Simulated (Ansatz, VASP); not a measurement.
**HgSe in VASP and in Ansatz**

Contents of INCAR:

```
ALGO = Fast ; EDIFF = 1E-7
ENCUT = 520 ; GGA = PE
ISIF = 2 ; ISMEAR = -1
IVDW = 13 ; LASPH = True
LCHARG = True ; LELF = True
LREAL = False ; LVHAR = True
LWAVE = False ; NBANDS = 16
NELM = 100 ; PREC = Accurate
SIGMA = 0.02
```

The input KPOINTS:

```
k-points
0
Gamma
  6 6 6
```

Contents of POSCAR:

```
HgSe
1.0
    0.0000000000      3.0926650940      3.0926650940
    3.0926650940      0.0000000000      3.0926650940
    3.0926650940      3.0926650940      0.0000000000
Hg Se
1 1
Direct
    0.0000000000      0.0000000000      0.0000000000
    0.2500000000      0.2500000000      0.2500000000
```

Input for Ansatz:

```yaml
crystal:
  lattice:
    - [0.0, 3.092665094, 3.092665094]
    - [3.092665094, 0.0, 3.092665094]
    - [3.092665094, 3.092665094, 0.0]
  atoms:
    - { symbol: Hg, position: [0.0, 0.0, 0.0] }
    - { symbol: Se, position: [0.25, 0.25, 0.25] }
kpoints:
  mp_grid: { grid: [6, 6, 6] }
hamiltonian:
  xc: pbe
  dispersion: d4
scf:
  occupations: { method: fermi_dirac, width: 0.02 }
  n_extra_bands: 4
output:
  forces: true
  stress: true
  eigenvalues: true
```

Alike in both runs: task single point; functional PBE; dispersion D4; k mesh 6 × 6 × 6; occupations fermi-dirac, width 0.02 eV; no spin polarisation.

|  | VASP | Ansatz |
| --- | --- | --- |
| version | VASP 6.6.1 | Ansatz 0.2.0 |
| potentials or method | VASP PAW PBE potentials, release 64 (Hg, Se) | plane waves |
| plane-wave cutoff (eV) | 520 | 420 |
| valence electrons in the cell | 18 | 36 |

VASP gave:

* pressure (GPa): 0.0
* dispersion energy (meV/atom): -329.0

Task: Estimate Ansatz's values.

Result: Pressure (GPa): -0.3; dispersion energy (meV/atom): -329.1.

The two sets of potentials don't hold the same shells in valence.

Caveats: pairwise dispersion overbinds metals, which lowers pressure and volume. The runs have no spin-orbit coupling, so splittings on Hg are missing.
